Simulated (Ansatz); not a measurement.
# Ge (ST12): relaxing cell and atoms and phonons, part 2 of 3

The task, for Ge (ST12): 3 runs in a chain (relaxing cell and atoms and phonons).

Ansatz 0.2.0; DFT r2SCAN, scalar-relativistic, plane waves, PAW. Earlier steps stand in the parts before.

## Step 3: Cell and atoms relaxed at 6 GPa

It takes the final geometry of step 2.

Contents of input.yaml:

```yaml
crystal:
  lattice:
    - [5.9492818972, 0.0, 0.0]
    - [0.0, 5.9492818972, 0.0]
    - [0.0, 0.0, 7.0863789836]
  atoms:
    - { symbol: Ge, position: [0.0845638778, 0.0845638778, 0.0] }
    - { symbol: Ge, position: [0.4154361222, 0.5845638778, 0.75] }
    - { symbol: Ge, position: [0.9154361222, 0.9154361222, 0.5] }
    - { symbol: Ge, position: [0.5845638778, 0.4154361222, 0.25] }
    - { symbol: Ge, position: [0.1693576713, 0.3728220215, 0.2444501193] }
    - { symbol: Ge, position: [0.1271779785, 0.6693576713, -0.0055498807] }
    - { symbol: Ge, position: [0.8306423287, 0.6271779785, 0.7444501193] }
    - { symbol: Ge, position: [0.8728220215, 0.3306423287, 0.4944501193] }
    - { symbol: Ge, position: [0.6693576713, 0.1271779785, 1.0055498807] }
    - { symbol: Ge, position: [0.6271779785, 0.8306423287, 0.2555498807] }
    - { symbol: Ge, position: [0.3306423287, 0.8728220215, 0.5055498807] }
    - { symbol: Ge, position: [0.3728220215, 0.1693576713, 0.7555498807] }
scf:
  occupations: { method: gaussian, width: 0.01 }
output:
  forces: true
  stress: true
  eigenvalues: true
hamiltonian:
  xc: r2scan
basis:
  ecutwfc: 450
kpoints:
  mp_grid: { grid: [6, 6, 6] }
relax:
  f_tol: 0.001
  max_steps: 60
  cell: { stress_tol: 0.02, p_target: 6 }
```

Run with:

```sh
$ ansatz run input.yaml --threads 4 --pin off --max-ram 10240MiB --backend cpu --events-out ev --progress --plain --runs-dir out
```

What it wrote:

```text
Warning: basis.ecutwfc = 450 eV is below the records' recommended 500 eV, and the density's cutoff is lower with it unless basis.ecutrho_ratio is high enough to keep the records' density cutoff: compare with a run at a higher cutoff
Warning: RAYON_NUM_THREADS=4 ignored (pool sized by the plan → 4); use --threads N
[... 9 set-up lines as earlier in the session ...]
Crystal: 12 atoms, lattice volume = 250.815 Å³
Basis set: ecut = 450 eV, 5381 PW (Γ), exchange–correlation on 180×180×200 points (64 copies of the dense FFT grid, shifted against one another)
Bands: 101, of which v1, the nominal top of the filled ones, is band 84 counted from 1 (83 counted from 0)
[... 2 set-up lines as earlier in the session ...]
k-points: 40 of 216 (time reversal used)
[... 7 set-up lines as earlier in the session ...]
SCF iter   1: F=—  HF=-51632.652607 eV  |F-HF|=—  |Δ(HF+E_count)|=         —  Δρ=7.80e-3  dr2=6.45e-2  dr2_τ=2.16e-2  ethr=1.77e-3  ⟨swp⟩=6.1  Hψ=14345  notcnv=0  defer=31
preconditioner: auto → Resta (q_TF=auto, 2.552 Å⁻¹)  ε∞=2.7  [insulator: Δε(μ)=0.702 eV  Ē_g=23.287 eV  σ=0.010 eV  W_gap=1.00  n_scr=80 (ndim 8)  ℏωp=30.4 eV  f_vac=0.000  D(μ)=0.00/eV (n_scr^D=0)  ε∞_Penn≈2.7]
SCF iter   2: F=—  HF=-51632.731486 eV  |F-HF|=—  |Δ(HF+E_count)|=   7.89e-2  Δρ=2.79e-3  dr2=1.25e-2  dr2_τ=1.82e-4  ethr=3.84e-5  ⟨swp⟩=2.0  Hψ=8267  notcnv=0  defer=453
SCF iter   3: F=—  HF=-51632.734244 eV  |F-HF|=—  |Δ(HF+E_count)|=   2.76e-3  Δρ=1.83e-3  dr2=5.39e-3  dr2_τ=5.24e-5  ethr=7.46e-6  ⟨swp⟩=3.0  Hψ=6496  notcnv=0  defer=453
SCF iter   4: F=—  HF=-51632.735697 eV  |F-HF|=—  |Δ(HF+E_count)|=   1.45e-3  Δρ=7.55e-4  dr2=8.78e-4  dr2_τ=8.51e-6  ethr=3.21e-6  ⟨swp⟩=2.0  Hψ=3814  notcnv=0  defer=453
SCF iter   5: F=—  HF=-51632.735948 eV  |F-HF|=—  |Δ(HF+E_count)|=   2.51e-4  Δρ=1.55e-4  dr2=3.34e-5  dr2_τ=4.07e-7  ethr=5.23e-7  ⟨swp⟩=2.0  Hψ=4542  notcnv=0  defer=453
SCF iter   6: F=—  HF=-51632.735878 eV  |F-HF|=—  |Δ(HF+E_count)|=   7.00e-5  Δρ=2.05e-5  dr2=5.92e-7  dr2_τ=7.65e-9  ethr=1.99e-8  ⟨swp⟩=2.0  Hψ=4547  notcnv=0  defer=453
SCF iter   7: F=-51632.735878 eV  HF=-51632.735878 eV  |F-HF|=7.76e-8  |Δ(HF+E_count)|=   3.86e-7  Δρ=4.50e-6  dr2=5.20e-8  dr2_τ=4.13e-10  ethr=5.95e-11  ⟨swp⟩=9.3  Hψ=19332  notcnv=0
SCF 1 converged in 7 iterations: F = -51632.735878 eV  dr2 = 5.20e-8
relax step   1: F+E_penalty+E_count = -51632.73587832 eV  Δ(F+E_penalty+E_count) = +0.000e0 eV  max|allowed force component| = 2.068e-5 eV/Å  Δτ_max = 0.0000 Å  P = -0.002 GPa  Ω = 250.815 Å³  (7 SCF iters, dr2 threshold 1.00e-7 eV, accepted)
Crystal: 12 atoms, lattice volume = 224.675 Å³
Basis set: ecut = 450 eV, 4847 PW (Γ), exchange–correlation on 180×180×200 points (64 copies of the dense FFT grid, shifted against one another)
Initial density: handed on by an earlier stage of this run
Initial wavefunctions: those handed on with the density
iter 1 solved again at ethr=4.66e-5 eV; its pass at ethr=3.10e-3 eV (dr2=7.83e-2 eV) is discarded
SCF iter   1: F=—  HF=-51631.503261 eV  |F-HF|=—  |Δ(HF+E_count)|=         —  Δρ=9.88e-3  dr2=7.90e-2  dr2_τ=5.69e-1  ethr=4.66e-5  ⟨swp⟩=3.1  Hψ=17795  notcnv=0
preconditioner: auto → Resta (q_TF=auto, 2.599 Å⁻¹)  ε∞=2.9  [insulator: Δε(μ)=0.985 eV  Ē_g=23.512 eV  σ=0.010 eV  W_gap=1.00  n_scr=64 (ndim 8)  ℏωp=32.1 eV  f_vac=0.000  D(μ)=0.00/eV (n_scr^D=0)  ε∞_Penn≈2.9]
SCF iter   2: F=—  HF=-51632.080308 eV  |F-HF|=—  |Δ(HF+E_count)|=   5.77e-1  Δρ=6.49e-3  dr2=4.35e-2  dr2_τ=3.33e-4  ethr=4.66e-5  ⟨swp⟩=4.2  Hψ=9020  notcnv=0
SCF iter   3: F=—  HF=-51632.093752 eV  |F-HF|=—  |Δ(HF+E_count)|=   1.34e-2  Δρ=9.82e-4  dr2=1.61e-3  dr2_τ=7.22e-5  ethr=2.59e-5  ⟨swp⟩=2.4  Hψ=5456  notcnv=0
SCF iter   4: F=—  HF=-51632.093765 eV  |F-HF|=—  |Δ(HF+E_count)|=   1.29e-5  Δρ=4.57e-4  dr2=2.30e-4  dr2_τ=6.31e-6  ethr=9.57e-7  ⟨swp⟩=2.0  Hψ=8080  notcnv=0
SCF iter   5: F=—  HF=-51632.093630 eV  |F-HF|=—  |Δ(HF+E_count)|=   1.36e-4  Δρ=1.83e-4  dr2=4.88e-5  dr2_τ=5.96e-7  ethr=1.37e-7  ⟨swp⟩=2.0  Hψ=7400  notcnv=0
SCF iter   6: F=-51632.093641 eV  HF=-51632.093642 eV  |F-HF|=1.21e-7  |Δ(HF+E_count)|=   1.18e-5  Δρ=2.34e-5  dr2=8.01e-7  dr2_τ=1.70e-8  ethr=7.14e-10  ⟨swp⟩=4.8  Hψ=19055  notcnv=0
SCF 2 converged in 6 iterations: F = -51632.093641 eV  dr2 = 8.01e-7
relax step   2: F+E_penalty+E_count = -51632.09364140 eV  Δ(F+E_penalty+E_count) = +6.422e-1 eV  max|allowed force component| = 1.046e-1 eV/Å  Δτ_max = 0.1301 Å  P = +8.386 GPa  Ω = 224.675 Å³  energy of the carried Pulay correction = +1.140e-2 eV  (6 SCF iters, dr2 threshold 1.20e-6 eV, accepted)
Crystal: 12 atoms, lattice volume = 232.196 Å³
Basis set: ecut = 450 eV, 5067 PW (Γ), exchange–correlation on 180×180×200 points (64 copies of the dense FFT grid, shifted against one another)
iter 1 solved again at ethr=7.80e-6 eV; its pass at ethr=3.10e-3 eV (dr2=1.31e-2 eV) is discarded
SCF iter   1: F=—  HF=-51632.269907 eV  |F-HF|=—  |Δ(HF+E_count)|=         —  Δρ=3.51e-3  dr2=1.33e-2  dr2_τ=7.17e-2  ethr=7.80e-6  ⟨swp⟩=3.6  Hψ=17773  notcnv=0
preconditioner: auto → Resta (q_TF=auto, 2.585 Å⁻¹)  ε∞=2.8  [insulator: Δε(μ)=1.013 eV  Ē_g=23.398 eV  σ=0.010 eV  W_gap=1.00  n_scr=80 (ndim 8)  ℏωp=31.6 eV  f_vac=0.000  D(μ)=0.00/eV (n_scr^D=0)  ε∞_Penn≈2.8]
SCF iter   2: F=—  HF=-51632.436560 eV  |F-HF|=—  |Δ(HF+E_count)|=   1.67e-1  Δρ=2.36e-3  dr2=5.90e-3  dr2_τ=5.09e-5  ethr=7.80e-6  ⟨swp⟩=3.6  Hψ=8790  notcnv=0  defer=1
SCF iter   3: F=—  HF=-51632.437517 eV  |F-HF|=—  |Δ(HF+E_count)|=   9.57e-4  Δρ=9.79e-4  dr2=1.22e-3  dr2_τ=7.12e-6  ethr=3.51e-6  ⟨swp⟩=2.0  Hψ=4702  notcnv=0  defer=1
SCF iter   4: F=—  HF=-51632.437810 eV  |F-HF|=—  |Δ(HF+E_count)|=   2.93e-4  Δρ=8.50e-5  dr2=1.20e-5  dr2_τ=3.72e-7  ethr=7.28e-7  ⟨swp⟩=2.0  Hψ=4919  notcnv=0  defer=1
SCF iter   5: F=—  HF=-51632.437726 eV  |F-HF|=—  |Δ(HF+E_count)|=   8.36e-5  Δρ=4.01e-5  dr2=2.37e-6  dr2_τ=6.78e-8  ethr=7.14e-10  ⟨swp⟩=7.2  Hψ=18636  notcnv=0
SCF iter   6: F=-51632.437727 eV  HF=-51632.437727 eV  |F-HF|=5.04e-8  |Δ(HF+E_count)|=   1.08e-6  Δρ=1.10e-5  dr2=2.28e-7  dr2_τ=2.78e-9  ethr=7.14e-10  ⟨swp⟩=5.0  Hψ=14588  notcnv=0
SCF 3 converged in 6 iterations: F = -51632.437727 eV  dr2 = 2.28e-7
relax step   3: F+E_penalty+E_count = -51632.43772745 eV  Δ(F+E_penalty+E_count) = -3.441e-1 eV  max|allowed force component| = 2.068e-2 eV/Å  Δτ_max = 0.0469 Å  P = +5.552 GPa  Ω = 232.196 Å³  energy of the carried Pulay correction = +7.903e-3 eV  (6 SCF iters, dr2 threshold 1.20e-6 eV, accepted)
[... 10 lines left out ...]
relax step   4: F+E_penalty+E_count = -51632.40074840 eV  Δ(F+E_penalty+E_count) = +3.698e-2 eV  max|allowed force component| = 2.339e-2 eV/Å  Δτ_max = 0.0154 Å  P = +5.994 GPa  Ω = 231.161 Å³  energy of the carried Pulay correction = +8.373e-3 eV  (5 SCF iters, dr2 threshold 6.08e-7 eV, accepted)
[... 11 lines left out ...]
relax step   5: F+E_penalty+E_count = -51632.40401392 eV  Δ(F+E_penalty+E_count) = -3.266e-3 eV  max|allowed force component| = 4.329e-3 eV/Å  Δτ_max = 0.0087 Å  P = +6.021 GPa  Ω = 231.224 Å³  energy of the carried Pulay correction = +8.344e-3 eV  (6 SCF iters, dr2 threshold 3.42e-8 eV, accepted)
[... 9 lines left out ...]
relax step   6: F+E_penalty+E_count = -51632.40417376 eV  Δ(F+E_penalty+E_count) = -1.598e-4 eV  max|allowed force component| = 7.454e-4 eV/Å  Δτ_max = 0.0013 Å  P = +6.001 GPa  Ω = 231.228 Å³  energy of the carried Pulay correction = +8.343e-3 eV  (6 SCF iters, dr2 threshold 2.21e-9 eV, accepted)
Basis set: ecut = 450 eV, 5051 PW (Γ), exchange–correlation on 180×180×192 points (64 copies of the dense FFT grid, shifted against one another)
Initial wavefunctions: pseudopotential atomic-orbital guess (no wavefunctions were taken with the density)
iter 1 solved again at ethr=1.30e-7 eV; its pass at ethr=3.10e-3 eV (dr2=2.19e-4 eV) is discarded
SCF iter   1: F=—  HF=-51632.395887 eV  |F-HF|=—  |Δ(HF+E_count)|=         —  Δρ=7.51e-5  dr2=2.51e-6  dr2_τ=1.19e-5  ethr=1.30e-7  ⟨swp⟩=3.1  Hψ=23482  notcnv=0
SCF iter   2: F=—  HF=-51632.395900 eV  |F-HF|=—  |Δ(HF+E_count)|=   1.30e-5  Δρ=6.94e-5  dr2=4.25e-6  dr2_τ=1.51e-7  ethr=1.49e-9  ⟨swp⟩=2.0  Hψ=7400  notcnv=0
SCF iter   3: F=—  HF=-51632.395902 eV  |F-HF|=—  |Δ(HF+E_count)|=   2.11e-6  Δρ=2.23e-5  dr2=4.29e-7  dr2_τ=2.87e-8  ethr=1.49e-9  ⟨swp⟩=3.0  Hψ=7400  notcnv=0
SCF iter   4: F=—  HF=-51632.395902 eV  |F-HF|=—  |Δ(HF+E_count)|=   1.71e-9  Δρ=2.19e-6  dr2=4.29e-9  dr2_τ=7.98e-11  ethr=2.55e-10  ⟨swp⟩=2.0  Hψ=7400  notcnv=0
SCF iter   5: F=—  HF=-51632.395902 eV  |F-HF|=—  |Δ(HF+E_count)|=   1.15e-8  Δρ=2.07e-7  dr2=6.43e-11  dr2_τ=2.44e-12  ethr=2.55e-12  ⟨swp⟩=2.0  Hψ=7400  notcnv=0
SCF iter   6: F=-51632.395902 eV  HF=-51632.395902 eV  |F-HF|=0.00e0  |Δ(HF+E_count)|=  6.55e-11  Δρ=5.51e-8  dr2=6.64e-12  dr2_τ=1.39e-13  ethr=1.00e-12  ⟨swp⟩=5.0  Hψ=15240  notcnv=0
SCF 7 converged in 6 iterations: F = -51632.395902 eV  dr2 = 6.64e-12
relax step   7: F+E_penalty+E_count = -51632.39590203 eV  Δ(F+E_penalty+E_count) = +8.272e-3 eV  max|allowed force component| = 7.637e-4 eV/Å  Δτ_max = 0.0000 Å  P = +5.995 GPa  Ω = 231.228 Å³  stress off target by 7.59e-3 GPa  SCF on the basis re-selected at this cell (its energy is not comparable with the rows above)  (6 SCF iters)
basis re-selected at this cell: Δ(F+E_penalty+E_count) = +8.272e-3 eV, ΔP = -0.006 GPa vs the last step (what re-selecting the basis moved, of the pressure what is left beyond the Pulay correction that the steps carried, after the strain that the cell walked since its last selection, with what the two solves' SCF thresholds leave and, on support functions, any second-order correction that the steps lacked; it is no measure of the basis error at this ecutwfc). The dense FFT grid was sized anew with the basis: this SCF ran on 45×45×48 points, the steps before it on 45×45×50, so part of this shift can come from that change (see relax.cell in the input reference). This SCF's stress stands 7.59e-3 GPa from its target on what of the cell is left free (relax.cell.stress_tol is 2.00e-2 GPa) and its largest allowed force component is 7.64e-4 eV/Å (relax.f_tol is 1.00e-3 eV/Å): within both
SCF converged after 6 iterations
Free energy (F): -51632.395902 eV
Harris-Foulkes:  -51632.395902 eV  (|F-HF|=0.00e0)
Internal energy: -51632.395902 eV  (E = F + TS)
E sigma→0 (E₀):  -51632.395902 eV
Fermi energy:    10.442266 eV
--- Per-component energies (eV) ---
  E_band       = -1554.746951
  E_kinetic    = 1342.766262
  E_local      = -27213.448879  (includes V_loc(G=0)·N_el)
  E_nonlocal   = 5034.821281
  E_hartree    = 11975.817747
  E_xc         = -835.513179
  E_vxc        = -822.806882  (∫ρ·V_xc dr)
  E_paw        = -24401.959376  (= ΣΔE_a)
  E_vpaw       = -3893.258272  (= ΣTr[D̂ρ^β])
  E_aug_tail   = 0.000131  (compensation charges beyond the density's cutoff)
  E_vtau       = 45.544107  (kinetic-family band-sum trace: ∫τ·v_τ [+ j·A + Jᵃ·Aᵃ] dr)
  E_ewald      = -17521.850701
  E_core_change = -13.029189  (= ΣΔE_core)
  E_smearing   = -0.000000  (= −TS)
  E_closure    = 0.000000  (closes the sum)
  Σ components = -51632.395902   (vs F -51632.395902, Δ=0.00e0)
--- Forces (eV/Å), atoms counted from 1 ---
  atom   1  Ge    -0.00028999    -0.00028999    -0.00000000
  atom   2  Ge     0.00028999    -0.00028999     0.00000000
  atom   3  Ge     0.00028999     0.00028999    -0.00000000
  atom   4  Ge    -0.00028999     0.00028999     0.00000000
  atom   5  Ge     0.00076371    -0.00025426     0.00027177
  atom   6  Ge     0.00025426     0.00076371     0.00027177
  atom   7  Ge    -0.00076371     0.00025426     0.00027177
  atom   8  Ge    -0.00025426    -0.00076371     0.00027177
  atom   9  Ge     0.00076371     0.00025426    -0.00027177
  atom  10  Ge     0.00025426    -0.00076371    -0.00027177
  atom  11  Ge    -0.00076371    -0.00025426    -0.00027177
  atom  12  Ge    -0.00025426     0.00076371    -0.00027177
  max |Σ_I F_I| component: 1.99e-17 eV/Å
--- Stress (GPa, compression-positive) ---
        5.992414       0.000000       0.000000
        0.000000       5.992414      -0.000000
        0.000000      -0.000000       6.001052
  P = ⅓ Tr σ = 5.9953 GPa (59.953 kbar)
--- Band table (eV; the first three rows and the last of 40) ---
  k-point 0: bands = ["-15.0365", "-15.0005", "-15.0005", "-14.9758", "-14.9758", "-14.9752", "-14.9713", "-14.9494", "-14.9494", "-14.9487", "-14.9407", "-14.9401", "-14.9399", "-14.9128", "-14.8909", "-14.8905", "-14.8905", "-14.8602", "-14.8573", "-14.8573", "-14.8487", "-14.8487", "-14.8487", "-14.8432", "-14.8170", "-14.8099", "-14.8099", "-14.8063", "-14.8008", "-14.7752", "-14.7752", "-14.7683", "-14.7637", "-14.7530", "-14.7530", "-14.7429", "-14.7322", "-14.7322", "-14.7298", "-14.7261", "-14.7246", "-14.6964", "-14.6964", "-14.6964", "-14.6746", "-14.6746", "-14.6615", "-14.6615", "-14.6499", "-14.6394", "-14.6338", "-14.6247", "-14.6168", "-14.6165", "-14.6165", "-14.6081", "-14.6040", "-14.5658", "-14.5658", "-14.5498", "-3.5484", "-0.7802", "-0.7802", "0.1748", "0.7652", "0.7652", "0.8414", "3.3719", "3.8542", "3.8542", "3.9604", "4.4766", "5.6816", "5.9696", "5.9696", "6.3748", "6.4925", "6.8322", "6.8322", "8.0134", "8.7711", "8.8323", "8.8323", "9.7345", "11.7372", "12.0159", "12.0159", "12.8260", "13.8150", "14.1515", "14.3239", "14.7291", "14.8552", "14.8552", "15.4857", "15.4857", "16.6287", "16.7382", "17.1536", "17.1536", "17.3728"]
  k-point 1: bands = ["-15.0362", "-15.0126", "-14.9887", "-14.9748", "-14.9748", "-14.9742", "-14.9709", "-14.9538", "-14.9517", "-14.9494", "-14.9469", "-14.9447", "-14.9249", "-14.9081", "-14.8894", "-14.8893", "-14.8886", "-14.8649", "-14.8597", "-14.8566", "-14.8473", "-14.8468", "-14.8459", "-14.8458", "-14.8207", "-14.8197", "-14.8077", "-14.8039", "-14.7958", "-14.7824", "-14.7740", "-14.7708", "-14.7656", "-14.7535", "-14.7467", "-14.7446", "-14.7358", "-14.7313", "-14.7270", "-14.7268", "-14.7205", "-14.7009", "-14.6963", "-14.6929", "-14.6785", "-14.6657", "-14.6635", "-14.6575", "-14.6522", "-14.6415", "-14.6378", "-14.6264", "-14.6194", "-14.6173", "-14.6138", "-14.6038", "-14.6013", "-14.5707", "-14.5616", "-14.5507", "-3.4640", "-1.5422", "-0.0556", "0.1963", "0.5292", "0.8840", "1.1732", "2.9442", "3.4335", "4.1318", "4.2301", "4.3885", "5.2575", "5.4778", "6.6306", "6.6628", "6.9102", "6.9484", "7.2184", "7.8189", "8.4939", "8.7436", "8.9399", "9.2679", "12.1256", "12.2274", "12.3758", "13.0500", "13.3537", "13.4550", "13.6013", "13.7494", "14.6934", "14.7876", "16.1445", "16.3631", "16.5815", "16.7731", "17.0133", "17.4449", "17.5073"]
  k-point 2: bands = ["-15.0348", "-15.0231", "-14.9789", "-14.9729", "-14.9724", "-14.9714", "-14.9705", "-14.9600", "-14.9562", "-14.9515", "-14.9510", "-14.9488", "-14.9068", "-14.9006", "-14.8902", "-14.8852", "-14.8813", "-14.8712", "-14.8691", "-14.8595", "-14.8519", "-14.8432", "-14.8429", "-14.8406", "-14.8275", "-14.8222", "-14.8136", "-14.7995", "-14.7903", "-14.7899", "-14.7847", "-14.7672", "-14.7652", "-14.7587", "-14.7468", "-14.7442", "-14.7354", "-14.7287", "-14.7285", "-14.7242", "-14.7130", "-14.7043", "-14.6961", "-14.6944", "-14.6719", "-14.6626", "-14.6589", "-14.6577", "-14.6503", "-14.6476", "-14.6452", "-14.6343", "-14.6175", "-14.6169", "-14.6100", "-14.6041", "-14.5919", "-14.5765", "-14.5582", "-14.5528", "-3.2122", "-2.2333", "0.2512", "0.4020", "0.5250", "0.9681", "1.6496", "2.3361", "3.2583", "4.0443", "4.2272", "4.3065", "4.9982", "5.2742", "6.6952", "7.1241", "7.4863", "7.5973", "7.6211", "7.8210", "8.2544", "8.6812", "8.8562", "9.0050", "11.7100", "11.9427", "12.2899", "12.3413", "13.0838", "13.1648", "13.5432", "14.0628", "14.6218", "15.5740", "15.7142", "16.1112", "16.3131", "16.5963", "16.7546", "16.9499", "17.1928"]
  k-point 39: bands = ["-15.0080", "-15.0080", "-15.0080", "-15.0080", "-14.9656", "-14.9656", "-14.9656", "-14.9656", "-14.9242", "-14.9242", "-14.9242", "-14.9242", "-14.9032", "-14.9032", "-14.9032", "-14.9032", "-14.8669", "-14.8669", "-14.8669", "-14.8669", "-14.8413", "-14.8413", "-14.8413", "-14.8413", "-14.8196", "-14.8196", "-14.8196", "-14.8196", "-14.7806", "-14.7806", "-14.7806", "-14.7806", "-14.7498", "-14.7498", "-14.7498", "-14.7498", "-14.7179", "-14.7179", "-14.7179", "-14.7179", "-14.6984", "-14.6984", "-14.6984", "-14.6984", "-14.6777", "-14.6777", "-14.6777", "-14.6777", "-14.6438", "-14.6438", "-14.6438", "-14.6438", "-14.6240", "-14.6240", "-14.6240", "-14.6240", "-14.5857", "-14.5857", "-14.5857", "-14.5857", "-1.1550", "-1.1550", "-1.1550", "-1.1550", "-0.0213", "-0.0213", "-0.0213", "-0.0213", "5.3699", "5.3699", "5.3699", "5.3699", "7.0063", "7.0063", "7.0063", "7.0063", "8.3857", "8.3857", "8.3857", "8.3857", "8.7680", "8.7680", "8.7680", "8.7680", "11.4670", "11.4670", "11.4670", "11.4670", "12.2047", "12.2047", "12.2047", "12.2047", "14.7222", "14.7222", "14.7222", "14.7222", "15.9763", "15.9763", "15.9763", "15.9763", "17.0675"]
--- Relaxed structure (6 steps of the walk, 6 accepted, 1 SCFs on fresh bases) ---
  F+E_penalty+E_count = -51632.39590203 eV   max|allowed force component| = 7.637e-4 eV/Å   (the final SCF, on the basis selected at the relaxed cell)
  cell:  # Å, volume = 231.2275 Å³
    - [5.825723111813514, 0.0, 0.0]
    - [0.0, 5.825723111813514, -5.813939679172533e-33]
    - [0.0, -6.92516856089755e-33, 6.813022360016195]
  atoms:
    - { symbol: Ge, position: [0.08870574848894718, 0.08870574848894718, 8.287394424177693e-21] }
    - { symbol: Ge, position: [0.4112942515110529, 0.5887057484889472, 0.7500000000000001] }
    - { symbol: Ge, position: [0.911294251511053, 0.911294251511053, 0.5000000000000001] }
    - { symbol: Ge, position: [0.5887057484889472, 0.4112942515110529, 0.25000000000000006] }
    - { symbol: Ge, position: [0.17270945459428313, 0.3715558221121401, 0.25567746486443443] }
    - { symbol: Ge, position: [0.12844417788785978, 0.6727094545942832, 0.005677464864434395] }
    - { symbol: Ge, position: [0.827290545405717, 0.6284441778878599, 0.7556774648644345] }
    - { symbol: Ge, position: [0.8715558221121404, 0.3272905454057169, 0.5056774648644344] }
    - { symbol: Ge, position: [0.6727094545942832, 0.12844417788785978, 0.9943225351355658] }
    - { symbol: Ge, position: [0.6284441778878599, 0.827290545405717, 0.24432253513556562] }
    - { symbol: Ge, position: [0.3272905454057169, 0.8715558221121404, 0.4943225351355657] }
    - { symbol: Ge, position: [0.3715558221121401, 0.17270945459428313, 0.7443225351355657] }
```

Run time: 5.1 min. Hardware: 4 threads of Intel Xeon Platinum 8375C at 2.90GHz (Ice Lake), shared host; peak memory 1.7 GiB.

Step by step:

```
step  energy from step 1 (eV/cell)  largest force component (eV/Å)  pressure (GPa)  volume (Å³)
   1                        0.0000                          0.0000            0.00       250.81
   2                        0.6422                          0.1046            8.39       224.67
   3                        0.2982                          0.0207            5.55       232.20
   4                        0.3351                          0.0234            5.99       231.16
   5                        0.3319                          0.0043            6.02       231.22
   6                        0.3317                          0.0007            6.00       231.23
   7                        0.3400                          0.0008            6.00       231.23
```

Step 1 is the start. Step 7 repeats the geometry before it on a plane-wave basis chosen anew for that cell, so its energy need not be comparable with the rows above. The cutoff lies under the recommended one, as the log warns, so the cell and pressures carry a basis error.

«Before» is this run's own start.

|  | before | after | change |
| --- | --- | --- | --- |
| a (Å) | 5.949 | 5.826 | -2.1 % |
| b (Å) | 5.949 | 5.826 | -2.1 % |
| c (Å) | 7.086 | 6.813 | -3.9 % |
| volume (Å³/atom) | 20.90 | 19.27 | -7.8 % |
| shortest distance (Å) | 2.483 | 2.435 | -2.0 % |
| space group (0.01 Å) | P4_32_12 | P4_32_12 | same |

The run keeps the 8 symmetry operations of the start, so it could not have lowered the symmetry.

(Part 2 of 3 ends here.)
